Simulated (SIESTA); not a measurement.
## HfS2 in SIESTA: the effect of pseudo set

Slab: HfS2, a slab with vacuum.

```xyz
6
Lattice="3.6397 0.0000 0.0000 -1.8198 3.1520 0.0000 0.0000 0.0000 23.9144" Properties=species:S:1:pos:R:3 pbc="T T T"
S     1.8198    1.0507    7.5000
Hf    0.0000    0.0000    8.9294
S     0.0000    2.1014   10.3588
S     1.8198    1.0507   13.5556
Hf    0.0000    0.0000   14.9850
S     0.0000    2.1014   16.4144
```

Alike in all runs:

```yaml
Program: SIESTA 5.4.2
Task: band structure
Functional: PBE
Basis: DZP (energy shift 0.003 Ry; two zetas on semicore shells)
Grid_cutoff: 800 Ry
Energy_shift: 0.003 Ry
k_mesh: 8 × 8 × 1
Occupations: fermi-dirac, width 0.05 eV
Spin: no spin polarisation
```

```tsv
pseudo set	gap on the mesh (eV)	largest force (eV/Å)	work function (eV)
PseudoDojo 0.4 standard	1.13	0.41	5.70
PseudoDojo 0.4 stringent	1.16	0.38	5.69
PseudoDojo 0.5 standard	1.13	0.41	5.70
SG15 1.2	?	?	?
SPMS 1.0	1.15	0.42	5.62
Ansatz NC	1.16	0.42	5.69
```

**Question.** What does the run with pseudo set SG15 1.2 give?

**Answer.** gap on the mesh 1.09 eV; largest force 0.23 eV/Å; work function 5.65 eV.

Caveats: spin-orbit coupling is left out, which moves the levels of the heavy elements; the basis of atomic orbitals isn't converged, which shifts pressures, moduli and gaps; the valence orbitals were made in a potential fitted to the semicore shell under them, which widens gaps by tenths of an eV or more (some runs).

The runs don't all hold the same shells in valence.
